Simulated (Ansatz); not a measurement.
HfO2:

```
Hf O
1.0
     0.00000    2.55750    2.55750
     2.55750    0.00000    2.55750
     2.55750    2.55750    0.00000
Hf O
1 2
Direct
  0.00000 0.00000 0.00000
  0.75000 0.75000 0.75000
  0.25000 0.25000 0.25000
```

Measurements of this composition are mostly on another form, of space group No. 14.

```yaml
Program: Ansatz 0.2.0
Task: relaxation of cell and atoms
Functional: RPBE
Dispersion: D4
Potentials_or_basis: Ansatz PAW
Cutoff: "420 eV (not typed: the program's choice for these potentials)"
k_mesh: 9 × 9 × 9
Occupations: fermi-dirac, width 0.05 eV
Spin: no spin polarisation
```

At the start: volume 11.15 Å³/atom.

Problem. How do energy, volume and symmetry change on relaxing?

Solution. It ends after 6 steps and the volume is 10.94 Å³/atom (-1.9 %); space group Fm-3m (No. 225, to 0.05 Å).

The path:
```
step  energy change (eV)  largest force (eV/Å)  volume (Å³)
   1              0.0000                0.0000        33.46
   2             -0.0122                0.0000        32.71
   3             -0.0120                0.0000        32.83
   4             -0.0092                0.0000        32.83
   5             -0.0094                0.0000        32.81
   6             -0.0091                0.0000        32.81
```

Final structure:
```cif
data_structure
_symmetry_space_group_name_H-M 'P 1'
_symmetry_Int_Tables_number 1
_cell_length_a 3.5935
_cell_length_b 3.5935
_cell_length_c 3.5935
_cell_angle_alpha 60.000
_cell_angle_beta 60.000
_cell_angle_gamma 60.000
_cell_volume 32.81
loop_
_atom_site_label
_atom_site_type_symbol
_atom_site_fract_x
_atom_site_fract_y
_atom_site_fract_z
_atom_site_occupancy
Hf1 Hf 0.00000 0.00000 0.00000 1
O1 O 0.75000 0.75000 0.75000 1
O2 O 0.25000 0.25000 0.25000 1
```

Caveat: the plane-wave basis is chosen anew once the cell has moved, so the energies of steps on either side of that aren't comparable; the pressure holds a Pulay correction of +0.8 GPa for the finite cutoff; the PAW data sets come from PBE, with cores solved anew for the run's functional, which leaves a small shift of forces and pressure.
